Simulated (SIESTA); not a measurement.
## Zn in SIESTA: the effect of basis

The system is Zn, a slab with vacuum.

```
Zn
1.0
     2.61697    0.00000    0.00000
    -1.30849    2.26817    0.00000
     0.00000    0.00000   24.71677
Zn
5
Direct
  0.33935 0.67871 0.30344
  0.01153 0.02306 0.40120
  0.35088 0.70176 0.50000
  0.69023 0.38047 0.59880
  0.36241 0.72482 0.69656
```

The slab is cut from a database's or a generator's crystal, which needn't be the stable form of the element.

Alike in all runs:

* Program: SIESTA 5.4.2
* Task: single point
* Functional: PBE
* Potentials or basis: PseudoDojo 0.4 standard (PBE files)
* Grid cutoff: 800 Ry
* Energy shift: 0.003 Ry
* k mesh: 8 × 8 × 1
* Occupations: fermi-dirac, width 0.05 eV
* Spin: no spin polarisation

```csv
basis,largest force (eV/Å)
SZP,0.46
DZP,0.27
DZDP,0.28
TZP,0.27
TZDP,?
```

Q: What does the run with basis TZDP give?

A: Largest force 0.29 eV/Å.
